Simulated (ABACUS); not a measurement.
Runs of ABACUS 3.10.1 on AlNi3. Symmetry: Pm-3m, No. 221, cubic system. Conventional cell: a = 3.523 Å, b = 3.523 Å, c = 3.523 Å, α = 90.00°, β = 90.00°, γ = 90.00°. Ni (site symmetry 4/mmm) has 8 Ni at 2.49 Å and 4 Al at 2.49 Å as nearest neighbours. Al (site symmetry m-3m) has 12 Ni at 2.49 Å as nearest neighbours. The cell is a database's computed one.

```tsv
level	U	SCF threshold on the density	max SCF steps	mixing share	symmetry key	threshold to restart the mixing	gap on the mesh (eV)	pressure (GPa)	moment (μB)
PBEsol+U	Ni d U = 4 eV	1e-06	120	0.2	-1	0.0005	none	-1.8	(a)
PBEsol+U	Ni d U = 8 eV	1e-06	120	0.2	-1	0.0005	none	0.7	1.56
PBEsol	-	1e-07	100	0.4	1	-	none	-0.3	0.00
PBEsol+U	Ni d U = 2 eV	1e-06	120	0.2	-1	0.0005	none	(b)	0.72
PBEsol+U	Ni d U = 6 eV	1e-06	120	0.2	-1	0.0005	none	-1.4	1.26
```

Alike in all rows: task single point; potentials or basis PseudoDojo NC SR 0.4.1 PBEsol standard, DZP LCAO (the cutoffs set its grid); spin collinear, ferromagnetic start; cell as given; k mesh 4 × 4 × 4; cutoff (eV) 1361; smearing fermi-dirac 0.05 eV; the mesh is coarse, so values aren't converged.

Task: Fill in the values left out.

Result: (a) 1.06; (b) -1.7.

Caveats: all runs use coarse meshes; the atomic orbitals were generated for these runs and aren't a published set; the basis of atomic orbitals isn't converged, which shifts pressures, moduli and gaps; the U is typed as a test and isn't derived for this compound (some runs).

A gap of «none» marks a metal or a gap under the smearing width.
